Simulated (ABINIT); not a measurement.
# LiH (Fm-3m): a self-consistent loop beyond G0W0, cycle by cycle, part 3 of 3

How far does self-consistency move the gap of LiH (Fm-3m)?

ABINIT 10.8.3; PBE and many-body steps on it, plane waves. Known limits of the many-body steps: not at the basis limit.

So far. Step 11 (evGW, cycle 1): Against G0W0 in ABINIT (6×6×6 mesh, 127 bands, screening to 261.2 eV, Godby-Needs plasmon pole), the gap moves by +0.889 eV. Step 14 (evGW, cycle 2): Against the cycle before, the gap moves by +0.098 eV.

The database entry behind the starting cell differs from later determinations by our own check (the deuteride, about 0.2 % short), so it need not match the best structure at ambient conditions.

## 15. Screening, 6×6×6 mesh, 127 bands, screening to 261.2 eV

This step: RPA screening on PBE, plane waves, norm-conserving pseudopotentials.

The input, run.abi:

```
acell 3*1.0 Angstrom
rprim 
  0.000000000000 2.036750000000 2.036750000000
  2.036750000000 -0.000000000000 2.036750000000
  2.036750000000 2.036750000000 -0.000000000000
ntypat 2
znucl 3 1
natom 2
typat 1 2
xred 
  0.000000000000 0.000000000000 0.000000000000
  0.500000000000 0.500000000000 0.500000000000
pp_dirpath "pseudos"
pseudos "Li.upf, H.upf"
ecut 33
ngkpt 6 6 6
nshiftk 1
shiftk 0 0 0
kptopt 1
chksymbreak 0
istwfk *1
occopt 1
irdwfk 1
optdriver 3
nband 127
ecuteps 9.6
inclvkb 2
awtr 1
symchi 1
gwcalctyp 10
mbpt_sciss 3.458 eV
nqptdm 1
qptdm 
  0 0 0
indata_prefix "in"
outdata_prefix "out"
tmpdata_prefix "tmp"
```

Run with:

```console
OMP_NUM_THREADS=1 mpirun -n 4 abinit run.abi > log
```

What it wrote:

```text
.Version 10.8.3 of ABINIT. v10.8.2 released Aug 2026.

 Symmetries : space group Fm -3 m (#225); Bravais cF (face-center cubic)
[... echo of the input left out ...]
== DATASET  1 ==================================================================
-   mpi_nproc: 4, omp_nthreads: 1 (-1 if OMP is not activated)

--- !DatasetInfo
iteration_state: {dtset: 1, }
dimensions: {natom: 2, nkpt: 16, mband: 127, nsppol: 1, nspinor: 1, nspden: 1, mpw: 1056, }
cutoff_energies: {ecut:  33.0, pawecutdg:  -1.0, }
[...]
[... chi0 elements left out ...]
 For q-point:  0.000010 0.000020 0.000030
  dielectric constant =   3.0071
  dielectric constant without local fields =   3.2036

  Average fulfillment of the sum rule on Im[epsilon] for q-point    1 :    102.32  [%]
[... wings left out ...]
== END DATASET(S) ==============================================================
================================================================================

 -outvars: echo values of variables after computation  --------
           etotal      0.0000000000E+00
            nband         127
             nkpt          16
          spgroup         225
 [... the other variables as echoed above ...]

 Calculation completed.
```

Wall time 2 s (4 MPI ranks of Arm Neoverse V2, shared host); peak memory 0.2 GiB.

This step gave:

- ε∞ with local fields, on this mesh, along the program's q direction: 3.007
- the same without local fields: 3.204
- plasma frequency: 18.07 eV
- plane waves in the screening matrix: 169

This screening uses the functional's bands under a rigid shift, the mean opening of the cycle before.

## 16. Screening, 6×6×6 mesh, 127 bands, screening to 261.2 eV

This step: RPA screening on PBE from quasiparticle energies, plane waves, norm-conserving pseudopotentials.

run.abi: that of step 15 with these lines changed.

```diff
@@ -29,7 +29,21 @@
 symchi 1
+irdqps 1
 gwcalctyp 10
-mbpt_sciss 3.458 eV
-nqptdm 1
+nqptdm 15
 qptdm 
-  0 0 0
+  0.1666666667 0.0000000000 0.0000000000
+  0.3333333333 0.0000000000 0.0000000000
+  0.5000000000 0.0000000000 0.0000000000
+  0.1666666667 0.1666666667 0.0000000000
+  0.3333333333 0.1666666667 0.0000000000
+  0.5000000000 0.1666666667 0.0000000000
+  -0.3333333333 0.1666666667 0.0000000000
+  -0.1666666667 0.1666666667 0.0000000000
+  0.3333333333 0.3333333333 0.0000000000
+  0.5000000000 0.3333333333 0.0000000000
+  -0.3333333333 0.3333333333 0.0000000000
+  0.5000000000 0.5000000000 0.0000000000
+  0.5000000000 0.3333333333 0.1666666667
+  -0.3333333333 0.3333333333 0.1666666667
+  -0.3333333333 0.5000000000 0.1666666667
 indata_prefix "in"
```

The input, mrgscr.stdin:

```
2
merged
q0_SCR
out_SCR
1
```

Run with:

```console
OMP_NUM_THREADS=1 mpirun -n 4 abinit run.abi > log; mrgscr < mrgscr.stdin
```

What it wrote:

```text
.Version 10.8.3 of ABINIT. v10.8.2 released Aug 2026.

 Symmetries : space group Fm -3 m (#225); Bravais cF (face-center cubic)
[... echo of the input left out ...]
== DATASET  1 ==================================================================
-   mpi_nproc: 4, omp_nthreads: 1 (-1 if OMP is not activated)

--- !DatasetInfo
iteration_state: {dtset: 1, }
dimensions: {natom: 2, nkpt: 16, mband: 127, nsppol: 1, nspinor: 1, nspden: 1, mpw: 1056, }
cutoff_energies: {ecut:  33.0, pawecutdg:  -1.0, }
[...]
q-point number  1        q = ( 0.166667, 0.000000, 0.000000) [r.l.u.]
--------------------------------------------------------------------------------
[... chi0 elements left out ...]
  Average fulfillment of the sum rule on Im[epsilon] for q-point    2 :    124.27  [%]

--------------------------------------------------------------------------------
  q-point number  2        q = ( 0.333333, 0.000000, 0.000000) [r.l.u.]
--------------------------------------------------------------------------------
[... chi0 elements left out ...]
  Average fulfillment of the sum rule on Im[epsilon] for q-point    3 :    116.42  [%]

 [... 13 further q-points ...]
```

The job ended after 21 s (4 MPI ranks; peak memory 0.82 GiB; 83 s of CPU time).

This step gave:

* plasma frequency: 18.07 eV
* plane waves in the screening matrix: 169

This screening reads the quasiparticle levels of the cycle before.

## 17. evGW, cycle 3

This step: evGW on PBE, plane waves, norm-conserving pseudopotentials.

run.abi: that of step 16 with these lines changed.

```diff
@@ -23,12 +23,10 @@
 irdwfk 1
-optdriver 3
+optdriver 4
 nband 127
-ecuteps 9.6
-inclvkb 2
-awtr 1
-symchi 1
-irdqps 1
 gwcalctyp 10
-nqptdm 15
-qptdm 
+ecutsigx 33
+symsigma 1
+nkptgw 16
+kptgw 
+  0.0000000000 0.0000000000 0.0000000000
   0.1666666667 0.0000000000 0.0000000000
@@ -48,2 +46,23 @@
   -0.3333333333 0.5000000000 0.1666666667
+bdgw 
+  1 6
+  1 6
+  1 6
+  1 6
+  1 6
+  1 6
+  1 6
+  1 6
+  1 6
+  1 6
+  1 6
+  1 6
+  1 6
+  1 6
+  1 6
+  1 6
+ecuteps 9.6
+irdscr 1
+ppmodel 1
+irdqps 1
 indata_prefix "in"
```

Run with:

```console
OMP_NUM_THREADS=1 mpirun -n 4 abinit run.abi > log
```

What it wrote:

```text
.Version 10.8.3 of ABINIT. v10.8.2 released Aug 2026.

 Symmetries : space group Fm -3 m (#225); Bravais cF (face-center cubic)
[... echo of the input left out ...]
== DATASET  1 ==================================================================
-   mpi_nproc: 4, omp_nthreads: 1 (-1 if OMP is not activated)

--- !DatasetInfo
iteration_state: {dtset: 1, }
dimensions: {natom: 2, nkpt: 16, mband: 127, nsppol: 1, nspinor: 1, nspden: 1, mpw: 1056, }
cutoff_energies: {ecut:  33.0, pawecutdg:  -1.0, }
[...]
.  kptgw no:  3; Maximum DeltaE = (  -0.010   0.030) for band index:  1
[...]
.  kptgw no: 15; Maximum DeltaE = (  -0.010   0.026) for band index:  1
.  kptgw no: 16; Maximum DeltaE = (  -0.003   0.031) for band index:  1

== END DATASET(S) ==============================================================
================================================================================

 -outvars: echo values of variables after computation  --------
           etotal      0.0000000000E+00
            nband         127
             nkpt          16
          spgroup         225
 [... the other variables as echoed above ...]

 Calculation completed.
```

Wall time 4.9 min (4 MPI ranks); peak memory 0.97 GiB; 20 min of CPU time.

This step gave:

```yaml
quasiparticle_gap_on_the_mesh: 5.96 eV
gap_of_the_density_functional_on_the_mesh: 3.022 eV
k_of_the_valence_top: 0.5, 0.5, 0
k_of_the_conduction_bottom: 0.5, 0.5, 0
least_direct_quasiparticle_gap_on_the_computed_points: 5.96 eV
```

Against the cycle before, the gap moves by +0.017 eV.

## 18. Screening, 6×6×6 mesh, 127 bands, screening to 261.2 eV

This step: RPA screening on PBE, plane waves, norm-conserving pseudopotentials.

The input, run.abi:

```
acell 3*1.0 Angstrom
rprim 
  0.000000000000 2.036750000000 2.036750000000
  2.036750000000 -0.000000000000 2.036750000000
  2.036750000000 2.036750000000 -0.000000000000
ntypat 2
znucl 3 1
natom 2
typat 1 2
xred 
  0.000000000000 0.000000000000 0.000000000000
  0.500000000000 0.500000000000 0.500000000000
pp_dirpath "pseudos"
pseudos "Li.upf, H.upf"
ecut 33
ngkpt 6 6 6
nshiftk 1
shiftk 0 0 0
kptopt 1
chksymbreak 0
istwfk *1
occopt 1
irdwfk 1
optdriver 3
nband 127
ecuteps 9.6
inclvkb 2
awtr 1
symchi 1
gwcalctyp 10
mbpt_sciss 3.481 eV
nqptdm 1
qptdm 
  0 0 0
indata_prefix "in"
outdata_prefix "out"
tmpdata_prefix "tmp"
```

What it wrote:

```text
.Version 10.8.3 of ABINIT. v10.8.2 released Aug 2026.

 Symmetries : space group Fm -3 m (#225); Bravais cF (face-center cubic)
[... echo of the input left out ...]
== DATASET  1 ==================================================================
-   mpi_nproc: 4, omp_nthreads: 1 (-1 if OMP is not activated)

--- !DatasetInfo
iteration_state: {dtset: 1, }
dimensions: {natom: 2, nkpt: 16, mband: 127, nsppol: 1, nspinor: 1, nspden: 1, mpw: 1056, }
cutoff_energies: {ecut:  33.0, pawecutdg:  -1.0, }
[...]
[... chi0 elements left out ...]
 For q-point:  0.000010 0.000020 0.000030
  dielectric constant =   3.0024
  dielectric constant without local fields =   3.1982

  Average fulfillment of the sum rule on Im[epsilon] for q-point    1 :    102.36  [%]
[... wings left out ...]
== END DATASET(S) ==============================================================
================================================================================

 -outvars: echo values of variables after computation  --------
           etotal      0.0000000000E+00
            nband         127
             nkpt          16
          spgroup         225
 [... the other variables as echoed above ...]

 Calculation completed.
```

Run time: 2 s. Hardware: 4 MPI ranks; peak memory 0.2 GiB.

Numbers from this step:

| Item | Value |
| --- | --- |
| ε∞ with local fields, on this mesh, along the program's q direction | 3.002 |
| the same without local fields | 3.198 |
| plasma frequency | 18.07 eV |
| plane waves in the screening matrix | 169 |

This screening uses the functional's bands under a rigid shift, the mean opening of the cycle before.

## 19. Screening, 6×6×6 mesh, 127 bands, screening to 261.2 eV

This step: RPA screening on PBE from quasiparticle energies, plane waves, norm-conserving pseudopotentials.

run.abi: that of step 18 with these lines changed.

```diff
@@ -29,7 +29,21 @@
 symchi 1
+irdqps 1
 gwcalctyp 10
-mbpt_sciss 3.481 eV
-nqptdm 1
+nqptdm 15
 qptdm 
-  0 0 0
+  0.1666666667 0.0000000000 0.0000000000
+  0.3333333333 0.0000000000 0.0000000000
+  0.5000000000 0.0000000000 0.0000000000
+  0.1666666667 0.1666666667 0.0000000000
+  0.3333333333 0.1666666667 0.0000000000
+  0.5000000000 0.1666666667 0.0000000000
+  -0.3333333333 0.1666666667 0.0000000000
+  -0.1666666667 0.1666666667 0.0000000000
+  0.3333333333 0.3333333333 0.0000000000
+  0.5000000000 0.3333333333 0.0000000000
+  -0.3333333333 0.3333333333 0.0000000000
+  0.5000000000 0.5000000000 0.0000000000
+  0.5000000000 0.3333333333 0.1666666667
+  -0.3333333333 0.3333333333 0.1666666667
+  -0.3333333333 0.5000000000 0.1666666667
 indata_prefix "in"
```

mrgscr.stdin is that of step 16.

Run with:

```console
OMP_NUM_THREADS=1 mpirun -n 4 abinit run.abi > log; mrgscr < mrgscr.stdin
```

What it wrote:

```text
.Version 10.8.3 of ABINIT. v10.8.2 released Aug 2026.

 Symmetries : space group Fm -3 m (#225); Bravais cF (face-center cubic)
[... echo of the input left out ...]
== DATASET  1 ==================================================================
-   mpi_nproc: 4, omp_nthreads: 1 (-1 if OMP is not activated)

--- !DatasetInfo
iteration_state: {dtset: 1, }
dimensions: {natom: 2, nkpt: 16, mband: 127, nsppol: 1, nspinor: 1, nspden: 1, mpw: 1056, }
cutoff_energies: {ecut:  33.0, pawecutdg:  -1.0, }
[...]
q-point number  1        q = ( 0.166667, 0.000000, 0.000000) [r.l.u.]
--------------------------------------------------------------------------------
[... chi0 elements left out ...]
  Average fulfillment of the sum rule on Im[epsilon] for q-point    2 :    124.38  [%]

--------------------------------------------------------------------------------
  q-point number  2        q = ( 0.333333, 0.000000, 0.000000) [r.l.u.]
--------------------------------------------------------------------------------
[... chi0 elements left out ...]
  Average fulfillment of the sum rule on Im[epsilon] for q-point    3 :    116.50  [%]

 [... 13 further q-points ...]
```

The job ended after 22 s (4 MPI ranks; peak memory 0.82 GiB; 87 s of CPU time).

Numbers from this step:

| Quantity | Value |
| --- | --- |
| plasma frequency | 18.07 eV |
| plane waves in the screening matrix | 169 |

This screening reads the quasiparticle levels of the cycle before.

## 20. evGW, cycle 4

This step: evGW on PBE, plane waves, norm-conserving pseudopotentials.

run.abi: that of step 19 with these lines changed.

```diff
@@ -23,12 +23,10 @@
 irdwfk 1
-optdriver 3
+optdriver 4
 nband 127
-ecuteps 9.6
-inclvkb 2
-awtr 1
-symchi 1
-irdqps 1
 gwcalctyp 10
-nqptdm 15
-qptdm 
+ecutsigx 33
+symsigma 1
+nkptgw 16
+kptgw 
+  0.0000000000 0.0000000000 0.0000000000
   0.1666666667 0.0000000000 0.0000000000
@@ -48,2 +46,23 @@
   -0.3333333333 0.5000000000 0.1666666667
+bdgw 
+  1 6
+  1 6
+  1 6
+  1 6
+  1 6
+  1 6
+  1 6
+  1 6
+  1 6
+  1 6
+  1 6
+  1 6
+  1 6
+  1 6
+  1 6
+  1 6
+ecuteps 9.6
+irdscr 1
+ppmodel 1
+irdqps 1
 indata_prefix "in"
```

Run with:

```console
OMP_NUM_THREADS=1 mpirun -n 4 abinit run.abi > log
```

What it wrote:

```text
.Version 10.8.3 of ABINIT. v10.8.2 released Aug 2026.

 Symmetries : space group Fm -3 m (#225); Bravais cF (face-center cubic)
[... echo of the input left out ...]
== DATASET  1 ==================================================================
-   mpi_nproc: 4, omp_nthreads: 1 (-1 if OMP is not activated)

--- !DatasetInfo
iteration_state: {dtset: 1, }
dimensions: {natom: 2, nkpt: 16, mband: 127, nsppol: 1, nspinor: 1, nspden: 1, mpw: 1056, }
cutoff_energies: {ecut:  33.0, pawecutdg:  -1.0, }
[...]
.  kptgw no:  3; Maximum DeltaE = (  -0.001   0.028) for band index:  1
[...]
.  kptgw no: 15; Maximum DeltaE = (  -0.003   0.025) for band index:  1
.  kptgw no: 16; Maximum DeltaE = (   0.001   0.027) for band index:  1

== END DATASET(S) ==============================================================
================================================================================

 -outvars: echo values of variables after computation  --------
           etotal      0.0000000000E+00
            nband         127
             nkpt          16
          spgroup         225
 [... the other variables as echoed above ...]

 Calculation completed.
```

Wall time 4.9 min (4 MPI ranks); peak memory 0.97 GiB.

This step gave:

- quasiparticle gap on the mesh: 5.962 eV
- gap of the density functional on the mesh: 3.022 eV
- k of the valence top: 0.5, 0.5, 0
- k of the conduction bottom: 0.5, 0.5, 0
- least direct quasiparticle gap on the computed points: 5.962 eV

Against the cycle before, the gap moves by +0.002 eV.

## 21. Side by side

Times are wall times on 4 MPI ranks of Arm Neoverse V2, shared host, good to a factor of about two. A run's time includes the screening step that it read.

| run | mesh | bands | screening cutoff (eV) | DFT gap (eV) | gap on the mesh (eV) | direct (eV) | ε∞ used | time |
| --- | --- | --- | --- | --- | --- | --- | --- | --- |
| G0W0 | 6×6×6 | 127 | 261.2 | 3.022 | 4.956 | 4.956 | 4.18 | 33 s |
| evGW0, cycle 1 | 6×6×6 | 127 | 261.2 | 3.022 | 5.500 | 5.500 | 4.18 | 5.3 min |
| evGW0, cycle 2 | 6×6×6 | 127 | 261.2 | 3.022 | 5.297 | 5.297 | 4.18 | 5.3 min |
| evGW0, cycle 3 | 6×6×6 | 127 | 261.2 | 3.022 | 5.315 | 5.315 | 4.18 | 5.2 min |
| evGW0, cycle 4 | 6×6×6 | 127 | 261.2 | 3.022 | 5.313 | 5.313 | 4.18 | 5.3 min |
| evGW, cycle 1 | 6×6×6 | 127 | 261.2 | 3.022 | 5.845 | 5.845 | 3.21 | 5.3 min |
| evGW, cycle 2 | 6×6×6 | 127 | 261.2 | 3.022 | 5.943 | 5.943 | 3.03 | 5.2 min |
| evGW, cycle 3 | 6×6×6 | 127 | 261.2 | 3.022 | 5.960 | 5.960 | 3.01 | 5.3 min |
| evGW, cycle 4 | 6×6×6 | 127 | 261.2 | 3.022 | 5.962 | 5.962 | 3.00 | 5.3 min |

## 22. What came out

| Item | Value |
| --- | --- |
| G0W0 | 4.956 eV |
| evGW0, cycle 1 | 5.500 eV |
| evGW0, cycle 2 | 5.297 eV |
| evGW0, cycle 3 | 5.315 eV |
| evGW0, cycle 4 | 5.313 eV |
| evGW, cycle 1 | 5.845 eV |
| evGW, cycle 2 | 5.943 eV |
| evGW, cycle 3 | 5.960 eV |
| evGW, cycle 4 | 5.962 eV |
| known limits | not at the basis limit |

What this shows: Only the bands that the input lists are updated; the others, empty or deep, keep the functional's energies or take a rigid shift. The evGW loop starts from the last levels of evGW0, so its cycles and time come on top of those. evGW0 ends at 5.31 eV, +0.36 eV from G0W0, after 4 cycles that took 20 min beside the first screening; the last moved the gap by 0.002 eV. evGW ends at 5.96 eV, +1.01 eV from G0W0, after 4 cycles that took 21 min beside the first screening; the last moved the gap by 0.002 eV. The first cycle of evGW0 takes the full correction, without the factor Z, so it overshoots the one-shot value. Bands and cutoff are finite, so the gap is not at the basis limit. The miss can reach some tenths of an eV and take either sign; the mesh is an error of its own. In the updated screening the q = 0 part is built from Kohn-Sham bands under a rigid shift, the other q from the quasiparticle levels.

[Paths, hosts, dates, memory and timing lines, banners, echoed tables and standing remarks are left out of the program output.]

[Logs are printed without paths, hosts, clocks, repeated set-up lines and the standing remarks that a program may print on its own settings, such as how far it seeks lower states.]

[Runs of the session that timed out or met a known fault of the program may be left out.]

[Hosts, paths, dates, database ids (printed as entryN), source tags and the programs' standing remarks are cut or masked in the printed files.]

[G0W0 gaps are taken among the corrected bands and points alone; a level outside them can change the order at an edge.]

[Where Ansatz stands beside ABINIT at settings called matched, ABINIT's density can come from a denser mesh and the files from another edition; pairs whose starting gaps differed by over 0.03 eV were left out, so agreement reads better than it is.]
